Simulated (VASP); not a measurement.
## TmPd: Pd into a neighbouring Pd vacancy

Wanted: the minimum-energy path in TmPd for this move: Pd into a neighbouring Pd vacancy. The start is a cell from a database of measured crystal structures.

Program: VASP 6.6.1. Level of theory: PBEsol, 4f electrons in the core; plane waves and PAW (Tm_3, Pd). Results are calculated unless marked as measured.

This is a report of a sequence of runs, with most program output left out.

### Step 1. The host crystal

Symmetry: Pm-3m, No. 221, cubic system. Conventional cell: a = 3.437 Å, b = 3.437 Å, c = 3.437 Å, α = 90.00°, β = 90.00°, γ = 90.00°. Nearest to Tm lie 8 Pd at 2.98 Å. Nearest to Pd lie 8 Tm at 2.98 Å. Farther neighbours are not listed.

Structure file:

```
Tm Pd
1.0
     3.43700    0.00000    0.00000
     0.00000    3.43700    0.00000
     0.00000    0.00000    3.43700
Tm Pd
1 1
Direct
  0.50000 0.50000 0.50000
  0.00000 0.00000 0.00000
```

### Step 2. Relax the host

The later steps need the crystal at this functional's own lattice; a raised cutoff keeps the stress reliable while the cell changes.

The input, INCAR:

```
SYSTEM = TmPd
PREC = Accurate
ENCUT = 350
EDIFF = 1E-06
NELM = 120
ISMEAR = 0
SIGMA = 0.1
LREAL = .FALSE.
ALGO = Normal
GGA = PS
NBANDS = 15
LORBIT = 11
LWAVE = .FALSE.
LCHARG = .FALSE.
KPAR = 3
IBRION = 2
NSW = 40
ISIF = 3
EDIFFG = -0.02
POTIM = 0.4
```

The input, POSCAR:

```
TmPd
1.0
    3.4370000000      0.0000000000      0.0000000000
    0.0000000000      3.4370000000      0.0000000000
    0.0000000000      0.0000000000      3.4370000000
Tm Pd
1 1
Direct
    0.5000000000      0.5000000000      0.5000000000
    0.0000000000      0.0000000000      0.0000000000
```

The input, KPOINTS:

```
Automatic mesh
0
Gamma
6 6 6
0 0 0
```

The projector-augmented-wave data sets are Tm_3 and Pd (PBE family, release 64).

Launch:

```sh
$ mpirun -np 3 vasp_std
```

Wall time 4 s (3 MPI ranks of Intel Xeon 6975P-C (Granite Rapids), shared host); peak memory 0.41 GiB; 10 s of CPU time.

The data set Tm_3 holds the 4f electrons frozen in the core, so no f bands or f moments appear. This run has no spin polarisation. Its electron count is odd, so without a moment it is a metal by construction. The k-mesh is coarse for a metal. The PAW data sets were made with PBE, which is usual practice but a small mismatch for other functionals. The run keeps the 48 symmetry operations of its start, so it cannot find a distortion of lower symmetry.

The steps of the relaxation:

| step | energy less that of the first step (eV) | largest force (eV/Å) | pressure (GPa) | volume (Å³) |
| --- | --- | --- | --- | --- |
| 1 | 0.0000 | 0.0000 | -3.47 | 40.60 |
| 2 | -0.0109 | 0.0000 | 2.03 | 38.57 |
| 3 | -0.0151 | 0.0000 | -0.03 | 39.25 |

| conventional cell, symmetrised | before | after | change |
| --- | --- | --- | --- |
| a (Å) | 3.437 | 3.398 | -1.1 % |
| b (Å) | 3.437 | 3.398 | -1.1 % |
| c (Å) | 3.437 | 3.398 | -1.1 % |
| volume (Å³/atom) | 20.30 | 19.63 | -3.3 % |

The relaxed structure:

```
Tm Pd
1.0
     3.39849    0.00000    0.00000
     0.00000    3.39849    0.00000
     0.00000    0.00000    3.39849
Tm Pd
1 1
Direct
  0.50000 0.50000 0.50000
  0.00000 0.00000 0.00000
```

Numbers from this step:

```
electronic cycles                               : 29
electrons                                       : 19
free energy (TOTEN)                             : -12.76 eV
energy at zero smearing                         : -12.75 eV
Fermi energy                                    : 6.715 eV
labelled metallic, from the levels on this mesh : yes
```

The run ended after 3 ionic steps, 0.015 eV below its first step, once forces and stress met EDIFFG = -0.02.

### Step 3. Relax the start

System of this step: Tm8Pd7. The cell holds 15 atoms: 8 Tm and 7 Pd. Cell: a = 6.797 Å, b = 6.797 Å, c = 6.797 Å, α = 90.0°, β = 90.0°, γ = 90.0°. It derives from TmPd. Nearest the centre at fractional (0.000, 0.000, 0.250): Pd9 at 1.70 Å, Tm3 at 2.39 Å, Tm5 at 2.41 Å, Tm7 at 2.42 Å, Tm1 at 2.42 Å, Pd12 at 3.76 Å, Pd11 at 3.78 Å, Pd13 at 3.79 Å.

A path needs two true minima; the start is relaxed with symmetry off.

The input, INCAR:

```
SYSTEM = Tm8Pd7
PREC = Normal
ENCUT = 280
EDIFF = 1E-05
NELM = 120
ISMEAR = 1
SIGMA = 0.15
LREAL = Auto
ALGO = Fast
GGA = PS
NBANDS = 88
LORBIT = 11
LWAVE = .FALSE.
LCHARG = .FALSE.
KPAR = 3
IBRION = 2
NSW = 60
ISIF = 2
EDIFFG = -0.05
POTIM = 0.4
MAXMIX = 40
ISYM = 0
```

The input, POSCAR:

```
Tm8Pd7
1.0
    6.7969803540      0.0000000000      0.0000000000
    0.0000000000      6.7969803540      0.0000000000
    0.0000000000      0.0000000000      6.7969803540
Tm Pd
8 7
Direct
    0.2510168757      0.2524175975      0.2509723055
    0.2461654818      0.2526639944      0.7513134496
    0.2484200242      0.7517099302      0.2510727481
    0.2508654799      0.7500836320      0.7516086937
    0.7478329963      0.2495206402      0.2485813721
    0.7517620949      0.2501168816      0.7491394509
    0.7476992475      0.7492432162      0.2500239582
    0.7491890431      0.7538077609      0.7529622693
   -0.0079775498     -0.0055583896      0.4994857361
   -0.0012422882      0.5006286409      0.0006394661
    0.0062317048      0.4967278977      0.4988889036
    0.5060108210      0.0019029127      0.0019510528
    0.4984875449     -0.0048494334      0.5004927622
    0.5003207721      0.4963885373     -0.0020103829
    0.4997880127      0.4972200843      0.4997108423
```

The input, KPOINTS:

```
Automatic mesh
0
Monkhorst-Pack
3 3 3
0 0 0
```

Launch:

```sh
$ mpirun -np 3 vasp_std
```

The job ended after 72 s (3 MPI ranks; peak memory 0.73 GiB).

Step by step:

| step | energy less that of the first step (eV) | largest force (eV/Å) |
| --- | --- | --- |
| 1 | 0.0000 | 0.3411 |
| 2 | -0.0225 | 0.2125 |
| 3 | -0.0388 | 0.1251 |
| 4 | -0.0418 | 0.1033 |
| 5 | -0.0449 | 0.0610 |
| 6 | -0.0450 | 0.0433 |

The atoms that moved most (Å):

| atom | dx | dy | dz | length |
| --- | --- | --- | --- | --- |
| Pd9 | 0.044 | 0.029 | 0.005 | 0.053 |
| Pd12 | -0.039 | -0.005 | -0.010 | 0.040 |
| Tm2 | 0.011 | -0.038 | 0.007 | 0.040 |
| Tm1 | -0.018 | -0.029 | -0.013 | 0.037 |
| Pd11 | -0.027 | 0.023 | 0.007 | 0.036 |
| Tm5 | 0.028 | -0.016 | -0.004 | 0.032 |
| Tm8 | 0.017 | -0.019 | 0.000 | 0.025 |
| Pd13 | 0.004 | 0.023 | 0.001 | 0.023 |

Final coordinates:

```xyz
15
Lattice="6.7970 0.0000 0.0000 0.0000 6.7970 0.0000 0.0000 0.0000 6.7970" Properties=species:S:1:pos:R:3 pbc="T T T"
Tm    1.6881    1.6862    1.6926
Tm    1.6845    1.6798    5.1136
Tm    1.6826    5.1107    1.6850
Tm    1.6889    5.1067    5.1160
Tm    5.1109    1.6802    1.6853
Tm    5.1037    1.6918    5.1031
Tm    5.0981    5.0949    1.6936
Tm    5.1095    5.1050    5.1174
Pd   -0.0104   -0.0085    3.4004
Pd   -0.0025    3.4004    0.0048
Pd    0.0157    3.3995    3.3983
Pd    3.4007    0.0081    0.0033
Pd    3.3927   -0.0101    3.4031
Pd    3.3925    3.3872   -0.0066
Pd    3.3901    3.3956    3.4047
```

This step gave:

* electronic cycles: 50
* electrons: 142
* free energy (TOTEN): -93.7053 eV
* energy at zero smearing: -93.7031 eV
* Fermi energy: 5.920 eV

The run ended after 6 ionic steps, 0.045 eV below its first step, once the forces on the free atoms met EDIFFG = -0.05.

### Step 4. Relax the end

The end state is relaxed in the same way, so that both ends share their errors.

INCAR is that of step 3.

The input, POSCAR:

```
Tm8Pd7
1.0
    6.7969803540      0.0000000000      0.0000000000
    0.0000000000      6.7969803540      0.0000000000
    0.0000000000      0.0000000000      6.7969803540
Tm Pd
8 7
Direct
    0.2502809572      0.2501047119      0.2485102453
    0.2517470937      0.2526222437      0.7509440907
    0.2475923714      0.7521528745      0.2485245212
    0.2525869153      0.7468462836      0.7526908043
    0.7499409636      0.2463255775      0.2490763561
    0.7501591950      0.2508026839      0.7471099280
    0.7467415735      0.7505872741      0.2486265971
    0.7506929713      0.7522348734      0.7451484710
    0.0007485327      0.0036035030     -0.0008754677
   -0.0023858082      0.5022134648      0.0007457621
    0.0026361208      0.4989842086      0.4956397747
    0.4996762952     -0.0013118418      0.0022813773
    0.5005697614     -0.0047987463      0.4964832528
    0.5026005343      0.5020001971     -0.0018839053
    0.4999969139      0.5013110927      0.5013782719
```

KPOINTS is that of step 3.

Launch:

```sh
$ mpirun -np 3 vasp_std
```

Wall time 64 s (3 MPI ranks); peak memory 0.72 GiB; 3.2 min of CPU time.

Relaxation path:

| step | energy less that of the first step (eV) | largest force (eV/Å) |
| --- | --- | --- |
| 1 | 0.0000 | 0.4485 |
| 2 | -0.0234 | 0.2725 |
| 3 | -0.0365 | 0.0737 |
| 4 | -0.0381 | 0.0673 |
| 5 | -0.0392 | 0.0389 |

The atoms that moved most (Å):

| atom | dx | dy | dz | length |
| --- | --- | --- | --- | --- |
| Tm4 | -0.022 | 0.032 | -0.027 | 0.047 |
| Tm2 | -0.017 | -0.031 | -0.022 | 0.042 |
| Tm7 | 0.024 | 0.002 | 0.006 | 0.025 |
| Tm3 | -0.008 | 0.004 | 0.022 | 0.023 |
| Pd13 | -0.004 | 0.020 | 0.012 | 0.023 |
| Tm8 | 0.020 | 0.008 | 0.003 | 0.022 |
| Tm1 | -0.007 | -0.005 | 0.016 | 0.019 |
| Tm6 | 0.014 | -0.012 | -0.004 | 0.018 |

Final coordinates:

```
Tm Pd
1.0
     6.79698    0.00000    0.00000
     0.00000    6.79698    0.00000
     0.00000    0.00000    6.79698
Tm Pd
8 7
Cartesian
  1.6939 1.6945 1.7054
  1.6942 1.6861 5.0821
  1.6747 5.1163 1.7109
  1.6951 5.1080 5.0893
  5.1102 1.6794 1.7051
  5.1124 1.6930 5.0737
  5.0998 5.1035 1.6956
  5.1228 5.1204 5.0676
  0.0018 0.0132 -0.0093
  -0.0154 3.4033 -0.0007
  0.0083 3.3946 3.3817
  3.3976 -0.0046 0.0013
  3.3982 -0.0129 3.3862
  3.4157 3.4061 -0.0109
  3.3968 3.4059 3.3994
```

This step gave:

```
electronic cycles       : 43
free energy (TOTEN)     : -93.7042 eV
energy at zero smearing : -93.7018 eV
Fermi energy            : 5.916 eV
```

The run ended after 5 ionic steps, 0.039 eV below its first step, once the forces on the free atoms met EDIFFG = -0.05.

### Step 5. Nudged elastic band

Images on a straight line between the ends relax across the path, while springs keep them spaced along it.

The input, INCAR:

```
SYSTEM = Tm8Pd7
PREC = Normal
ENCUT = 280
EDIFF = 1E-05
NELM = 120
ISMEAR = 1
SIGMA = 0.15
LREAL = Auto
ALGO = Fast
GGA = PS
NBANDS = 88
LWAVE = .FALSE.
LCHARG = .FALSE.
IMAGES = 3
SPRING = -5
IBRION = 3
POTIM = 0.15
NSW = 60
EDIFFG = -0.05
ISYM = 0
ISIF = 0
SMASS = 1
```

The input, POSCAR:

```
Tm8Pd7
1.0
    6.7969803540      0.0000000000      0.0000000000
    0.0000000000      6.7969803540      0.0000000000
    0.0000000000      0.0000000000      6.7969803540
Tm Pd
8 7
Direct
    0.2483589376      0.2480852607      0.2490263364
    0.2478233559      0.2471446818      0.7523413394
    0.2475577517      0.7519121160      0.2479093628
    0.2484725168      0.7513216509      0.7526912229
    0.7519296896      0.2472025869      0.2479552540
    0.7508789780      0.2488995712      0.7507820834
    0.7500560169      0.7495861108      0.2491644453
    0.7517302955      0.7510668199      0.7528909586
    0.9984717605      0.9987528317      0.5002847233
    0.9996361451      0.5002748086      0.0007134606
    0.0023054914      0.5001543663      0.4999748562
    0.5003263554      0.0011902098      0.0004787332
    0.4991447760      0.9985173412      0.5006751506
    0.4991175353      0.4983457344      0.9990249227
    0.4987606553      0.4995698128      0.5009197782
```

KPOINTS is that of step 4.

The input, 00/POSCAR:

```
Tm8Pd7
1.0
    6.7969803540      0.0000000000      0.0000000000
    0.0000000000      6.7969803540      0.0000000000
    0.0000000000      0.0000000000      6.7969803540
Tm Pd
8 7
Direct
    0.2483589376      0.2480852607      0.2490263364
    0.2478233559      0.2471446818      0.7523413394
    0.2475577517      0.7519121160      0.2479093628
    0.2484725168      0.7513216509      0.7526912229
    0.7519296896      0.2472025869      0.2479552540
    0.7508789780      0.2488995712      0.7507820834
    0.7500560169      0.7495861108      0.2491644453
    0.7517302955      0.7510668199      0.7528909586
    0.9984717605      0.9987528317      0.5002847233
    0.9996361451      0.5002748086      0.0007134606
    0.0023054914      0.5001543663      0.4999748562
    0.5003263554      0.0011902098      0.0004787332
    0.4991447760      0.9985173412      0.5006751506
    0.4991175353      0.4983457344      0.9990249227
    0.4987606553      0.4995698128      0.5009197782
```

The input, 01/POSCAR:

```
Tm8Pd7
1.0
    6.7969803540      0.0000000000      0.0000000000
    0.0000000000      6.7969803540      0.0000000000
    0.0000000000      0.0000000000      6.7969803540
Tm Pd
8 7
Direct
    0.2485726976      0.2483899888      0.2494946356
    0.2481824045      0.2473740937      0.7511791708
    0.2472659675      0.7521164736      0.2488605532
    0.2487024367      0.7513680472      0.7517096504
    0.7519040452      0.2471724276      0.2486831676
    0.7511998883      0.2489450744      0.7497040546
    0.7501183504      0.7499011915      0.2492375302
    0.7522205020      0.7516350168      0.7510591274
    0.9989184706      0.9995497945      0.6248706705
    0.9991625188      0.5003840605      0.0005097496
    0.0020354652      0.4999741512      0.4993638772
    0.5002134099      0.0007250970      0.0004075994
    0.4993495720      0.9984140619      0.5000525988
    0.4999695242      0.4990393988      0.9988695534
    0.4990085407      0.4999486501      0.5007225522
```

The input, 02/POSCAR:

```
Tm8Pd7
1.0
    6.7969803540      0.0000000000      0.0000000000
    0.0000000000      6.7969803540      0.0000000000
    0.0000000000      0.0000000000      6.7969803540
Tm Pd
8 7
Direct
    0.2487864576      0.2486947170      0.2499629347
    0.2485414532      0.2476035056      0.7500170022
    0.2469741832      0.7523208311      0.2498117435
    0.2489323566      0.7514144435      0.7507280779
    0.7518784007      0.2471422684      0.2494110812
    0.7515207986      0.2489905776      0.7486260258
    0.7501806840      0.7502162722      0.2493106150
    0.7527107084      0.7522032136      0.7492272963
    0.9993651806      1.0003467572      0.7494566176
    0.9986888926      0.5004933123      0.0003060386
    0.0017654389      0.4997939360      0.4987528981
    0.5001004644      0.0002599841      0.0003364656
    0.4995543680      0.9983107826      0.4994300469
    0.5008215132      0.4997330631      0.9987141840
    0.4992564262      0.5003274874      0.5005253261
```

The input, 03/POSCAR:

```
Tm8Pd7
1.0
    6.7969803540      0.0000000000      0.0000000000
    0.0000000000      6.7969803540      0.0000000000
    0.0000000000      0.0000000000      6.7969803540
Tm Pd
8 7
Direct
    0.2490002176      0.2489994452      0.2504312338
    0.2489005018      0.2478329174      0.7488548336
    0.2466823990      0.7525251886      0.2507629338
    0.2491622765      0.7514608398      0.7497465054
    0.7518527562      0.2471121091      0.2501389949
    0.7518417090      0.2490360809      0.7475479971
    0.7502430175      0.7505313528      0.2493836999
    0.7532009149      0.7527714105      0.7473954652
    0.9998118906      1.0011437200      0.8740425648
    0.9982152663      0.5006025642      0.0001023275
    0.0014954126      0.4996137209      0.4981419190
    0.4999875190     -0.0002051287      0.0002653317
    0.4997591641      0.9982075032      0.4988074950
    0.5016735022      0.5004267275      0.9985588146
    0.4995043116      0.5007063248      0.5003281000
```

The input, 04/POSCAR:

```
Tm8Pd7
1.0
    6.7969803540      0.0000000000      0.0000000000
    0.0000000000      6.7969803540      0.0000000000
    0.0000000000      0.0000000000      6.7969803540
Tm Pd
8 7
Direct
    0.2492139776      0.2493041733      0.2508995330
    0.2492595504      0.2480623293      0.7476926650
    0.2463906148      0.7527295462      0.2517141242
    0.2493921964      0.7515072361      0.7487649329
    0.7518271118      0.2470819498      0.2508669085
    0.7521626193      0.2490815841      0.7464699683
    0.7503053510      0.7508464335      0.2494567848
    0.7536911213      0.7533396073      0.7455636340
    1.0002586007      1.0019406828      0.9986285120
    0.9977416400      0.5007118161     -0.0001013835
    0.0012253864      0.4994335058      0.4975309400
    0.4998745735     -0.0006702416      0.0001941979
    0.4999639601      0.9981042239      0.4981849432
    0.5025254911      0.5011203918      0.9984034453
    0.4997521970      0.5010851621      0.5001308740
```

Launch:

```sh
$ mpirun -np 3 vasp_std
```

It took 26 min on 3 MPI ranks; peak memory 0.69 GiB.

The band used up its steps before its forces met the threshold, so no barrier is taken from it.

### Step 6. What came out

```yaml
result: none
```

**Reading.** The session ends without its result: «nudged elastic band» used up its steps.

[Lines on the potential files, build, host, timing and source positions are cut from VASP's logs without a mark.]

[Logs are printed without paths, hosts, clocks, repeated set-up lines and the standing remarks that a program may print on its own settings, such as how far it seeks lower states.]

[Hosts, paths, dates, database ids (printed as entryN), source tags and the programs' standing remarks are cut or masked in the printed files.]

[Runs that stopped without an error message from VASP are left out.]
